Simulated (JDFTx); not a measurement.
## MgO: equation of state with PBEsol

The system is MgO.

```
Mg O
1.0
     0.00000    2.09700    2.09700
     2.09700    0.00000    2.09700
     2.09700    2.09700    0.00000
Mg O
1 1
Direct
  0.00000 0.00000 0.00000
  0.50000 0.50000 0.50000
```

The cell is a database's computed one.

| Item | Value |
| --- | --- |
| Program | JDFTx 1.7.0 (patched build) |
| Task | equation of state |
| Functional | PBEsol |
| Potentials or basis | PseudoDojo-SR-PBEsol-0.4.1-standard with smoothed tails |
| Cutoff | 1143 eV |
| Density cutoff | 9143 eV |
| k mesh | 11 × 11 × 11 |
| Occupations | fermi-dirac, width 0.05 eV |
| Spin | no spin polarisation |
| Local potential set to -Z/r beyond | 6 bohr |
| Bands | 14 |
| Density cutoff over wavefunction cutoff | 8 |
| Max SCF steps | 100 |
| SCF threshold on the energy | 1e-09 Ha |
| Solver of the electrons | scf |

```yaml
Equilibrium_volume: 9.35 Å³/atom
Bulk_modulus: 157 GPa
Pressure_derivative_of_the_bulk_modulus: 4.1
```

Energy against volume, from the lowest point:
```
volume (Å³/atom)  energy (meV/atom)
           8.668              28.00
           8.853              14.37
           9.037               5.47
           9.221               0.81
           9.406               0.00
           9.590               2.67
           9.775               8.48
```
